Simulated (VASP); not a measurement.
The system is PbO2.

```
Pb O
1.0
     4.99496    0.00000    0.00000
     0.00000    4.99496    0.00000
     0.00000    0.00000    3.40900
Pb O
2 4
Direct
  0.50000 0.50000 0.50000
  0.00000 0.00000 0.00000
  0.69257 0.69257 0.00000
  0.80743 0.19257 0.50000
  0.19257 0.80743 0.50000
  0.30743 0.30743 0.00000
```

The cell is a database's computed one.

| Property | Result |
| --- | --- |
| Program | VASP 6.6.1 |
| Task | relaxation of cell and atoms |
| Functional | BLYP |
| Potentials or basis | VASP PAW PBE potentials, release 64 (Pb_d, O) |
| Cutoff | 600 eV |
| k mesh | 6 × 6 × 8 |
| Occupations | fermi-dirac, width 0.05 eV |
| Spin | no spin polarisation |

At the start: pressure 11.6 GPa; volume 14.18 Å³/atom.

**Question.** How do energy, volume and symmetry change on relaxing?

**Answer.** Over 10 steps the energy falls by 43.3 meV/atom and the volume is 15.51 Å³/atom (+9.4 %); space group P4_2/mnm (No. 136, to 0.05 Å).

The path:
| step | energy change (eV) | largest force (eV/Å) | pressure (GPa) | volume (Å³) |
| --- | --- | --- | --- | --- |
| 1 | 0.0000 | 0.1320 | 11.59 | 85.05 |
| 2 | -0.1481 | 0.1922 | -5.38 | 98.31 |
| 3 | -0.2544 | 0.0975 | 0.05 | 92.63 |
| 4 | -0.2544 | 0.0938 | 0.23 | 92.48 |
| 5 | -0.2575 | 0.0439 | 0.19 | 92.64 |
| 6 | -0.2593 | 0.0163 | 0.17 | 92.85 |
| 7 | -0.2594 | 0.0316 | 0.17 | 92.90 |
| 8 | -0.2596 | 0.0065 | -0.13 | 93.18 |
| 9 | -0.2597 | 0.0110 | -0.09 | 93.14 |
| 10 | -0.2597 | 0.0005 | -0.02 | 93.08 |

Final structure:
```
Pb O
1.0
     5.16168    0.00000    0.00000
     0.00000    5.16168    0.00000
     0.00000    0.00000    3.49364
Pb O
2 4
Direct
  0.50000 0.50000 0.50000
  0.00000 0.00000 0.00000
  0.69193 0.69193 0.00000
  0.80807 0.19193 0.50000
  0.19193 0.80807 0.50000
  0.30807 0.30807 0.00000
```

Caveat: the PAW data sets were made with another functional, which shifts forces and pressure a little.
